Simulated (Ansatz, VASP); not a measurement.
## Sr: VASP beside Ansatz

```
Sr
1.0
    -2.43500    2.43500    2.43500
     2.43500   -2.43500    2.43500
     2.43500    2.43500   -2.43500
Sr
1
Direct
  0.00000 0.00000 0.00000
```

Alike in both runs: task single point; functional PBE; k mesh 8 × 8 × 8; occupations fermi-dirac, width 0.05 eV; no spin polarisation.

|  | VASP | Ansatz |
| --- | --- | --- |
| version | VASP 6.6.1 | Ansatz 0.2.0 |
| potentials or method | VASP PAW PBE potentials, release 64 (Sr_sv), cutoff 520 eV | all-electron LAPW, scalar-relativistic |

|  | VASP | Ansatz | Ansatz less VASP |
| --- | --- | --- | --- |
| gap on the k mesh at the Fermi level (eV) | none | none | - |
| pressure (GPa) | -0.7 | -0.7 | 0.00 |

A gap of «none» marks a metal or a gap that the smearing closes. Ansatz ran all-electron here, so the differences hold the error of VASP's frozen core and of both bases.
